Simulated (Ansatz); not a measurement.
**BN (F-43m): relaxations under a series of pressures**

How does BN (F-43m) give way under pressure? Wanted for BN (F-43m): relaxations under a series of pressures.

All numbers are computed with Ansatz 0.2.0 through its Python package. Level of theory: DFT PBE, plane waves, PAW.

## (1) Starting point

The structure is cubic, space group F-43m (No. 216). Conventional cell: a = 3.615 Å, b = 3.615 Å, c = 3.615 Å, α = 90.00°, β = 90.00°, γ = 90.00°. Around B (site symmetry -43m) lie 4 N at 1.57 Å. N (site symmetry -43m) has 4 B at 1.57 Å as nearest neighbours.

No structure file is read: the coordinates are typed or built in the script.

## (2) The code

Input file bn_compress.py:

```python
"""Cell of BN under pressure."""

import ansatz as az
import numpy as np
import pandas as pd

def edges_and_angles(cell):
    cell = np.asarray(cell)
    a, b, c = np.linalg.norm(cell, axis=1)
    cosines = cell[1] @ cell[2] / (b * c), cell[0] @ cell[2] / (a * c), cell[0] @ cell[1] / (a * b)
    return (a, b, c, *np.degrees(np.arccos(cosines)))


def main() -> None:
    crystal = (
        az.Lattice.of((0.0, 1.8075, 1.8075), (1.8075, 0.0, 1.8075), (1.8075, 1.8075, 0.0))
        .atom("B", (0.0, 0.0, 0.0))
        .atom("N", (0.25, 0.25, 0.25))
    )

    calc = crystal.calculation()
    calc = calc.functional("pbe").kpoints(mesh=(10, 10, 10))
    calc = calc.occupations("methfessel_paxton", width=0.05)

    # H = F + PV, with 1 GPa A^3 = 1/160.21766 eV
    rows = []
    for pressure in [-2, 0, 2, 5, 10]:
        out = calc.relax(cell=True, pressure=pressure).run(threads=1, backend="cpu")
        cell = out.lattice.cell_ang
        n_atoms = len(out.lattice.sites)
        volume = abs(np.linalg.det(cell)) / n_atoms
        enthalpy = out.report["free_energy_ev"] / n_atoms + pressure * volume / 160.21766
        rows.append((pressure, volume, enthalpy, *edges_and_angles(cell)))
        print(f"{pressure} GPa done: {volume:.4f} A^3/atom")

    table = pd.DataFrame(rows, columns=["P_GPa", "V_A3_atom", "H_eV_atom", "a", "b", "c", "alpha", "beta", "gamma"])
    print(table.round(4).to_string(index=False))
    p, v = np.array([row[0] for row in rows], float), np.array([row[1] for row in rows])
    print("mean bulk modulus between rows (GPa):", np.round(-np.diff(p) / np.diff(np.log(v)), 1))


if __name__ == "__main__":
    main()
```

## (3) What the engine is handed

The engine receives this input (first run):

```yaml
crystal:
  lattice:
    - [0.0, 1.8075, 1.8075]
    - [1.8075, 0.0, 1.8075]
    - [1.8075, 1.8075, 0.0]
  atoms:
    - { symbol: B, position: [0.0, 0.0, 0.0] }
    - { symbol: "N", position: [0.25, 0.25, 0.25] }
kpoints:
  mp_grid:
    grid: [10, 10, 10]
hamiltonian:
  xc: pbe
scf:
  occupations:
    method: methfessel_paxton
    width: 0.05
relax:
  cell:
    p_target: -2.0
```

## (4) Launch

Run with:

```
$ python bn_compress.py
```

The program printed:

```text
DeckWarning: basis.ecutwfc = 420 eV, auto-derived from the records' recommended cutoffs: set by B (normal level)
-2 GPa done: 5.9852 A^3/atom
0 GPa done: 5.9529 A^3/atom
2 GPa done: 5.9207 A^3/atom
5 GPa done: 5.8759 A^3/atom
10 GPa done: 5.8020 A^3/atom
 P_GPa  V_A3_atom  H_eV_atom      a      b      c  alpha  beta  gamma
    -2     5.9852  -271.2124 2.5677 2.5677 2.5677   60.0  60.0   60.0
     0     5.9529  -271.1380 2.5630 2.5630 2.5630   60.0  60.0   60.0
     2     5.9207  -271.0637 2.5584 2.5584 2.5584   60.0  60.0   60.0
     5     5.8759  -270.9534 2.5520 2.5520 2.5520   60.0  60.0   60.0
    10     5.8020  -270.7712 2.5412 2.5412 2.5412   60.0  60.0   60.0
mean bulk modulus between rows (GPa): [369.2 368.7 395.5 395. ]
```

(Warnings from the package without file and line.)

It took 14 s on 1 thread of Arm Neoverse V2, shared host; peak memory 0.38 GiB.

Lines on the test bed's own set-up are left out of the output.

## (5) The engine's runs

One row for each of the 5 runs:

| run | pressure asked (GPa) | energy from run 2 (meV/atom) | final volume (Å³/atom) | pressure (GPa) | SCF cycles in all | CPU time (s) |
| --- | --- | --- | --- | --- | --- | --- |
| 1 | -2 | 0.29 | 5.99 | -1.99 | 24 | 2.9 |
| 2 | 0 | 0.00 | 5.95 | 0.01 | 24 | 2.8 |
| 3 | 2 | 0.35 | 5.92 | 2.03 | 16 | 1.8 |
| 4 | 5 | 1.20 | 5.88 | 4.95 | 16 | 1.8 |
| 5 | 10 | 4.67 | 5.80 | 9.99 | 27 | 3.3 |

## (6) How the relaxation of run 1 went

The steps of the relaxation:

```
step  E - E(step 1) (eV/cell)  largest force component (eV/Å)  pressure (GPa)  volume (Å³)
   1                   0.0000                          0.0000            3.03        11.81
   2                  -0.0003                          0.0000            0.09        11.90
   3                   0.0005                          0.0000           -1.96        11.96
   4                  -0.0007                          0.0000           -1.81        11.96
   5                  -0.0006                          0.0000           -1.99        11.97
   6                  -0.0006                          0.0000           -1.99        11.97
```

Step 1 is the start. Steps 4, 6 each repeat the geometry before them on a plane-wave basis chosen anew, so the energy can jump there without any move.

Lengths and angles in the start's conventional setting:

«Before» is this run's own start.

|  | before | after | change |
| --- | --- | --- | --- |
| a (Å) | 3.615 | 3.631 | +0.4 % |
| b (Å) | 3.615 | 3.631 | +0.4 % |
| c (Å) | 3.615 | 3.631 | +0.4 % |
| volume (Å³/atom) | 5.91 | 5.99 | +1.4 % |
| shortest distance (Å) | 1.565 | 1.572 | +0.4 % |
| space group (0.01 Å) | F-43m | F-43m | same |

Forces and stress were held to the start's 24 operations: a distortion of lower symmetry was not tested.

Under a set pressure the enthalpy E + pV is minimised, so E itself may rise.

## (7) Path of the relaxation of run 5

Relaxation path:

| step | E - E(step 1) (eV/cell) | largest force component (eV/Å) | pressure (GPa) | volume (Å³) |
| --- | --- | --- | --- | --- |
| 1 | 0.0000 | 0.0000 | 3.03 | 11.81 |
| 2 | 0.0031 | 0.0000 | 7.25 | 11.69 |
| 3 | 0.0068 | 0.0000 | 10.05 | 11.61 |
| 4 | 0.0067 | 0.0000 | 10.00 | 11.61 |
| 5 | 0.0079 | 0.0000 | 9.80 | 11.61 |
| 6 | 0.0082 | 0.0000 | 9.99 | 11.60 |
| 7 | 0.0082 | 0.0000 | 9.99 | 11.60 |

Step 1 is the start. Steps 5, 7 each repeat the geometry before them on a plane-wave basis chosen anew, so the energy can jump there without any move.

Lengths and angles in the start's conventional setting:

«Before» is this run's own start.

|  | before | after | change |
| --- | --- | --- | --- |
| a (Å) | 3.615 | 3.594 | -0.6 % |
| b (Å) | 3.615 | 3.594 | -0.6 % |
| c (Å) | 3.615 | 3.594 | -0.6 % |
| volume (Å³/atom) | 5.91 | 5.80 | -1.7 % |
| shortest distance (Å) | 1.565 | 1.556 | -0.6 % |
| space group (0.01 Å) | F-43m | F-43m | same |

Forces and stress were held to the start's 24 operations: a distortion of lower symmetry was not tested.

Under a set pressure the enthalpy E + pV is minimised, so E itself may rise.

## (8) Results

| quantity | value |
| --- | --- |
| bulk modulus between neighbouring pressures | 368.7 to 395.5 GPa |
| runs compared | 5 |
| range of energy | 4.67 meV/atom |

**Reading.** The volume falls from 5.99 Å³ an atom at -2 GPa to 5.80 at 10 GPa, by 3.1 %. Between -2 and 0 GPa, -V dP/dV is about 369 GPa, a mean over that step. In run 1, the volume grew by 1.4 % over 3 moves under the -2 GPa asked, and the space group stayed F-43m. In run 5, the volume shrank by 1.7 % over 4 moves under the 10 GPa asked, and the space group stayed F-43m. Caveats:
- At a fixed pressure a relaxation lowers the enthalpy F + PV, while F alone can rise.
- Edges and angles that the script prints are those of the cell as typed, here a primitive one.
- Symmetry holds the cell in this phase, so another phase that may be stable under pressure is not reached.
